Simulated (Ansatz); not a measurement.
# Rh: strong compression

The task here is to estimate one member of a computed series from the others.

Program: Ansatz 0.2.0. Level of theory: DFT, PBE, PAW with Ansatz's default frozen-core files, scalar-relativistic. These are calculated values, not measurements.

### The starting structure

Symmetry: Im-3m, No. 229, cubic system. The conventional cell has a = 3.040 Å, b = 3.040 Å, c = 3.040 Å, α = 90.00°, β = 90.00°, γ = 90.00°. Around Rh (site symmetry m-3m) lie 8 Rh at 2.63 Å.

As a file:

```cif
data_structure
_symmetry_space_group_name_H-M 'P 1'
_symmetry_Int_Tables_number 1
_cell_length_a 2.6329
_cell_length_b 2.6329
_cell_length_c 2.6329
_cell_angle_alpha 109.471
_cell_angle_beta 109.471
_cell_angle_gamma 109.471
_cell_volume 14.05
loop_
_atom_site_label
_atom_site_type_symbol
_atom_site_fract_x
_atom_site_fract_y
_atom_site_fract_z
_atom_site_occupancy
Rh1 Rh 0.00000 0.00000 0.00000 1
```

Whether this phase is the stable one at these pressures isn't tested.

The first run:

File input.yaml:

```yaml
crystal:
  lattice:
    - [-1.5200998318, 1.5200998318, 1.5200998318]
    - [1.5200998318, -1.5200998318, 1.5200998318]
    - [1.5200998318, 1.5200998318, -1.5200998318]
  atoms:
    - { symbol: Rh, position: [0.0, 0.0, 0.0] }
kpoints:
  mp_grid: { grid: [17, 17, 17] }
scf:
  occupations: { method: fermi_dirac, width: 0.1 }
hamiltonian:
  xc: pbe
  pseudopotentials: { kind: paw }
output:
  forces: true
  stress: true
  write_density: true
  write_potential: true
  elf: true
  volumetric_format: npy
relax:
  f_tol: 0.005
  max_steps: 40
  cell: {}
```

Run with:

```
$ ansatz run input.yaml --threads 1 --pin off --max-ram 2048MiB --backend cpu --events-out ev --progress --plain --runs-dir out
```

Among the steps run: Cell relaxed at zero pressure, PAW; Volume scaled by 1, PAW; Volume scaled by 0.95, PAW; Volume scaled by 0.85, PAW; Volume scaled by 0.75, PAW; Volume scaled by 0.75, PAW (partial_waves polarizable); Volume scaled by 0.65, PAW; Volume scaled by 0.55, PAW; Volume scaled by 0.45, PAW; Volume scaled by 0.4, PAW; Volume scaled by 0.4, PAW (cutoff 250 eV).

One of the session's tables, all rows but one given; the rest of the session is left out.

| method | volume over the first | volume (Å³/atom) | pressure (GPa) |
| --- | --- | --- | --- |
| PAW | 1 | 14.493 | -0.01 |
| PAW | 0.95 | ? | ? |
| PAW | 0.85 | 12.319 | 56.80 |
| PAW | 0.75 | 10.870 | 136.91 |
| PAW | 0.65 | 9.421 | 289.00 |
| PAW | 0.55 | 7.971 | 590.98 |
| PAW | 0.45 | 6.522 | 1233.88 |
| PAW | 0.4 | 5.797 | 1826.26 |
| PAW (cutoff 250 eV) | 0.4 | 5.797 | 1876.10 |
| PAW (partial_waves polarizable) | 0.75 | 10.870 | 136.91 |

Q: Estimate the row for PAW, 0.95 from the others.

As computed: volume (Å³/atom): 13.769; pressure (GPa): 13.52. In the column «volume (Å³/atom)» it lies between PAW, 0.85 (12.319) and PAW, 1 (14.493).

Caveats from the session: Warnings in the runs' records: cutoff below recommended.
